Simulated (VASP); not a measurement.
# Ti4C in VASP: single point with PBEsol

Aim: the single point of Ti4C with PBEsol.

Everything below comes from runs of VASP 6.6.1. Logs are shortened: lines on timing, memory, paths and dates and some standing lists are left out, and cuts for length are marked.

### Step 1. The cell of the first run

The cell holds a slab with vacuum, 5 atoms: a = 3.210 Å, b = 3.210 Å, c = 20.107 Å, α = 90.00°, β = 90.00°, γ = 90.00°.

### Step 2. Single point, PBEsol (C over (1/8, 2/8) of the surface cell, its height relaxed)

INCAR

```
SYSTEM = Ti4C
ALGO     = Fast           ! electronic algorithm
DIPOL    = 0.5 0.5 0.353
EDIFF    = 1E-6           ! SCF threshold, eV
ENCUT    = 520            ! plane-wave cutoff, eV
GGA      = PS             ! functional
IDIPOL   = 3            
ISIF     = 2              ! what is computed and relaxed
ISMEAR   = 0              ! smearing method
LASPH    = .True.         ! aspherical terms in the spheres
LCHARG   = .True.         ! write CHGCAR
LDIPOL   = .True.       
LELF     = .True.         ! ELF
LREAL    = .False.        ! projectors in reciprocal space
LVACPOTAV= .True.       
LVHAR    = .True.       
LWAVE    = .False.        ! write WAVECAR
NBANDS   = 34             ! bands
NELM     = 100            ! most SCF steps
PREC     = Accurate       ! precision mode
SIGMA    = 0.1            ! smearing width, eV
```

KPOINTS

```
k-points
0
Gamma
  8 8 1
  0 0 0
```

POSCAR

```
Ti4C
1.0
    3.2102321090      0.0000000000      0.0000000000
    0.0000000000      3.2102321090      0.0000000000
    0.0000000000      0.0000000000     20.1069940753
Ti C
4 1
Direct
    0.5000000000      0.5000000000      0.1989357527
    0.0000000000      0.0000000000      0.2787644953
    0.5000000000      0.5000000000      0.3538359372
    0.0000000000      0.0000000000      0.4280597111
    0.1250000000      0.2500000000      0.5032877056
```

Potentials or basis: VASP PAW PBE potentials, release 64 (Ti_sv, C).

Run with:

```
> cat potpaw_PBE.64/Ti_sv/POTCAR potpaw_PBE.64/C/POTCAR > POTCAR
> mpirun -np 1 vasp_std > vasp.out
```

OUTCAR:

```text
SYSTEM = Ti4C
   EDIFF = 1E-6
   ENCUT = 520
   GGA = PS
   ISIF = 2
   ISMEAR = 0
   LASPH = .True.
   LREAL = .False.
   NELM = 100
   PREC = Accurate

 ion  position               nearest neighbor table
   1  0.500  0.500  0.199-   2 2.78   2 2.78   2 2.78   2 2.78
   2  0.000  0.000  0.279-   3 2.73   3 2.73   3 2.73   3 2.73   1 2.78   1 2.78   1 2.78   1 2.78

   3  0.500  0.500  0.354-   4 2.72   4 2.72   4 2.72   4 2.72   2 2.73   2 2.73   2 2.73   2 2.73

   4  0.000  0.000  0.428-   5 1.76   3 2.72   3 2.72   3 2.72   3 2.72
   5  0.125  0.250  0.503-   4 1.76

  LATTYP: Found a simple tetragonal cell.
 ALAT       =     3.2102321090
 C/A-ratio  =     6.2634081875

  Lattice vectors:

 A1 = (   3.2102321090,   0.0000000000,   0.0000000000)
 A2 = (   0.0000000000,   3.2102321090,   0.0000000000)
 A3 = (   0.0000000000,   0.0000000000,  20.1069940753)

Analysis of symmetry for initial positions (statically):
=====================================================================
 Subroutine PRICEL returns:
 Original cell was already a primitive cell.

 Routine SETGRP: Setting up the symmetry group for a
 simple tetragonal supercell.

 Subroutine GETGRP returns: Found  1 space group operations
 (whereof  1 operations were pure point group operations)
 out of a pool of 16 trial point group operations.

The static configuration has the point symmetry C_1 .

Analysis of symmetry for dynamics (positions and initial velocities):
=====================================================================
 Subroutine PRICEL returns:
 Original cell was already a primitive cell.

 Routine SETGRP: Setting up the symmetry group for a
 simple tetragonal supercell.

 Subroutine GETGRP returns: Found  1 space group operations
 (whereof  1 operations were pure point group operations)
 out of a pool of 16 trial point group operations.

The dynamic configuration has the point symmetry C_1 .

 Subroutine INISYM returns: Found  1 space group operations
 (whereof  1 operations are pure point group operations),
 and found     1 'primitive' translations

----------------------------------------------------------------------------------------

                                     Primitive cell

  volume of cell :     207.2144

  direct lattice vectors                    reciprocal lattice vectors
     3.210232109  0.000000000  0.000000000     0.311503955  0.000000000  0.000000000
[... 97 lines left out ...]
   NFREE  =      0    steps in history (QN), initial steepest desc. (CG)
   ISIF   =      2    stress and relaxation
   ISYM   =      2    0-nonsym 1-usesym 2-fastsym
   POTIM  = 0.5000    time-step for ionic-motion
   TEBEG  =    0.0;   TEEND  =   0.0 temperature during run
   PSTRESS=    0.0 pullay stress
   NELECT =      52.0000    total number of electrons
   NUPDOWN=      -1.0000    fix difference up-down
   EMIN   =  10.00;   EMAX   =-10.00  energy-range for DOS
   EFERMI =   0.00;   METHOD = LEGACY
   ISMEAR =     0;   SIGMA  =   0.10  broadening in eV -4-tet -1-fermi 0-gaus
   EFERMI_NEDOS =   21; number of points for ismear=-14 and -15
   IALGO  =     68    algorithm
   IMIX   =      4    mixing-type and parameters
     AMIX     =   0.40;   BMIX     =  1.00
     AMIX_MAG =   1.60;   BMIX_MAG =  1.00
  volume/ion in A,a.u.               =      41.44       279.67
  Fermi-wavevector in a.u.,A,eV,Ry     =   1.032609  1.951348 14.507641  1.066282
  Thomas-Fermi vector in A             =   2.166815
   LORBIT       =      0    0 simple, 1 ext, 2 COOP (PROOUT), +10 PAW based schemes
   GGA     = PS    functional components
   LHFCALC =     F    Hartree Fock is set to
   AEXX    =    0.0000 exact exchange contribution
   IVDW    =     0    specifies the selected vdW correction
   LEPSILON=     F    determine dielectric tensor
   LRPA    =     F    only Hartree local field effects (RPA)
 non-spin polarized calculation
 RMM-DIIS sequential band-by-band and
 Gauss-broadening in eV      SIGMA  =   0.10
  energy-cutoff  :      520.00
  volume of cell :      207.21
 maximum number of plane-waves:      5638
   NGX = 11   NGY = 11   NGZ = 75

 number of electron      51.9999995 magnetization

 dipolmoment           0.000000      0.000000      0.201080 electrons x Angstroem

 Free energy of the ion-electron system (eV)
  ---------------------------------------------------
  ext. energy  EPLUGINS =         0.00000000
  ---------------------------------------------------
  free energy    TOTEN  =       -36.22922157 eV

  energy without entropy =      -36.18401631  energy(sigma->0) =      -36.20661894

 E-fermi :  -0.3753     XC(G=0):  -5.2684

 val. band max:       -0.3932611463   @ k =  -0.3750   0.3750   0.0000
 cond. band min:      -0.3656858885   @ k =   0.2500   0.2500   0.0000
 fundamental gap:      0.0275752578
 Fermi energy:        -0.3753249616

 k-point     1 :       0.0000    0.0000    0.0000
  band No.  band energies     occupation
      1     -57.1619      2.00000
      2     -56.4441      2.00000
      3     -56.2573      2.00000
      4     -55.9608      2.00000
      5     -33.6183      2.00000
      6     -33.4226      2.00000
[... 877 lines left out ...]
     33       2.1256      0.00000
     34       2.3994      0.00000

 [... further k-points ...]

------------------------ aborting loop because EDIFF is reached ----------------------------------------

  FORCE on cell =-STRESS in cart. coord.  units (eV):
  Direction    XX          YY          ZZ          XY          YZ          ZX
  --------------------------------------------------------------------------------------
  -------------------------------------------------------------------------------------
  Total       -1.5022271     -1.6017767     -0.2699433      0.7792770      3.0793721      1.8081242
  in kB      -11.6151856    -12.3849011     -2.0871953      6.0253516     23.8096347     13.9803754
  external PRESSURE =      -8.6957606 kB  Pullay stress =       0.0000000 kB

 VOLUME and BASIS-vectors are now :
 -----------------------------------------------------------------------------
  energy-cutoff  :      520.00
  volume of cell :      207.21
      direct lattice vectors                 reciprocal lattice vectors
     3.210232109  0.000000000  0.000000000     0.311503955  0.000000000  0.000000000
     0.000000000  3.210232109  0.000000000     0.000000000  0.311503955  0.000000000
     0.000000000  0.000000000 20.106994075     0.000000000  0.000000000  0.049733938

 POSITION                                       TOTAL-FORCE (eV/Angst)
 -----------------------------------------------------------------------------------
      1.60512      1.60512      4.00000        -0.069576     -0.076350      0.549932
      0.00000      0.00000      5.60512         0.096218      0.083853     -0.387225
      1.60512      1.60512      7.11458         0.032412      0.240222     -0.679492
      0.00000      0.00000      8.60699        -1.265536     -2.454475      0.448373
      0.40128      0.80256     10.11960         1.206482      2.206750      0.068412
 -----------------------------------------------------------------------------------
    total drift:                                0.000151     -0.000079     -0.000131

  FREE ENERGIE OF THE ION-ELECTRON SYSTEM (eV)
  ---------------------------------------------------
  free  energy   TOTEN  =       -36.2292215741 eV

  energy  without entropy=      -36.1840163112  energy(sigma->0) =      -36.20661894

 vacuum level on the upper side and lower side of the slab         6.496         2.965
```

OSZICAR:

```text
N       E                     dE             d eps       ncg     rms          rms(c)
DAV:   1     0.628271910625E+03    0.62827E+03   -0.27966E+04  2616   0.153E+03
DAV:   2     0.438434622273E+02   -0.58443E+03   -0.57331E+03  2466   0.484E+02
DAV:   3    -0.305460795926E+02   -0.74390E+02   -0.72100E+02  3990   0.151E+02
[... 13 lines left out ...]
RMM:  68    -0.362292198303E+02   -0.50620E-06   -0.11665E-05  1982   0.114E-02    0.128E-03
RMM:  69    -0.362292203073E+02   -0.47703E-06   -0.11143E-05  1988   0.111E-02    0.130E-03
RMM:  70    -0.362292207499E+02   -0.44260E-06   -0.10538E-05  1949   0.108E-02    0.138E-03
RMM:  71    -0.362292211628E+02   -0.41286E-06   -0.10281E-05  1966   0.106E-02    0.132E-03
RMM:  72    -0.362292215741E+02   -0.41131E-06   -0.97597E-06  1908   0.102E-02
   1 F= -.36229222E+02 E0= -.36206619E+02  d E =-.452053E-01
```

stdout:

```text
POSCAR found type information on POSCAR TiC
 POSCAR found :  2 types and       5 ions
 scaLAPACK will be used
 -----------------------------------------------------------------------------
|                                                                             |
[... 29 lines left out ...]
|     field-free region was found. Please increase the size of  your cell     |
|     in the dimension of the dipole correction to obtain accurate            |
|     workfunction values.                                                    |
|                                                                             |
 -----------------------------------------------------------------------------
```

Run time: 14 min. Hardware: 1 thread of Intel Xeon 6975P-C (Granite Rapids), shared host; peak memory 0.4 GiB.

What came out:

```yaml
Free_energy: -36.2292 eV
Largest_force: 2.798 eV/Å
Band_gap_on_the_k_mesh: none (metal or under the smearing width)
Work_function_of_the_upper_face: 6.87 eV
Work_function_of_the_lower_face: 3.34 eV
```

Forces in eV/Å, atoms in the order of the input:
```
Ti  -0.070 -0.076  0.550
Ti   0.096  0.084 -0.387
Ti   0.032  0.240 -0.679
Ti  -1.266 -2.454  0.448
C    1.206  2.207  0.068
```

Levels at points of the mesh, in eV from the Fermi level:
| k point | band 22 | band 23 | band 24 | band 25 | band 26 | band 27 | band 28 | band 29 | band 30 | band 31 |
| --- | --- | --- | --- | --- | --- | --- | --- | --- | --- | --- |
| (0.00, 0.00, 0.00) | -1.91 | -0.99 | -0.34 | 0.21 | 0.31 | 0.96 | 0.98 | 1.02 | 1.15 | 1.36 |
| (0.50, 0.00, 0.00) | -1.56 | -0.56 | -0.39 | -0.17 | 0.03 | 0.17 | 0.57 | 1.04 | 1.22 | 1.49 |
| (0.00, 0.50, 0.00) | -1.24 | -0.46 | -0.37 | -0.17 | -0.10 | 0.19 | 0.53 | 0.98 | 1.21 | 1.35 |
| (0.50, 0.50, 0.00) | -0.80 | -0.68 | -0.61 | -0.44 | -0.39 | -0.12 | 0.18 | 0.62 | 1.14 | 2.23 |

Caveat: the PAW data sets were made with another functional, which shifts forces and pressure a little.
